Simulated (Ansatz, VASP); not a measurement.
Two plane-wave programs on Al

```
Al
1.0
    -1.54348    1.54348    1.59122
     1.54348   -1.54348    1.59122
     1.54348    1.54348   -1.59122
Al
1
Direct
  0.00000 0.00000 0.00000
```

Change from the starting cell: strain -0.0300 x Voigt [1, 1, 0, 0, 0, 0], atoms carried along.

Alike in both runs: task single point; functional PBEsol; k mesh 20 × 20 × 20; occupations gaussian, width 0.15 eV; no spin polarisation.

|  | VASP | Ansatz |
| --- | --- | --- |
| version | VASP 6.6.1 | Ansatz 0.2.0 |
| potentials or method | VASP PAW PBE potentials, release 64 (Al) | scalar-relativistic, plane waves, PAW |
| plane-wave cutoff (eV) | 520 | 420 |
| valence electrons in the cell | 3 | 3 |

```tsv
	VASP	Ansatz	Ansatz less VASP
gap on the k mesh at the Fermi level (eV)	none	none	-
pressure (GPa)	7.9	7.9	-0.09
largest component of the traceless stress (GPa)	1.09	1.09	-0.007
```

A gap of «none» marks a metal or a gap that the smearing closes. The functional is the same, so the differences come from potentials, cutoffs and numerics.

Caveats: the PAW data sets were made with another functional, which shifts forces and pressure a little (VASP).
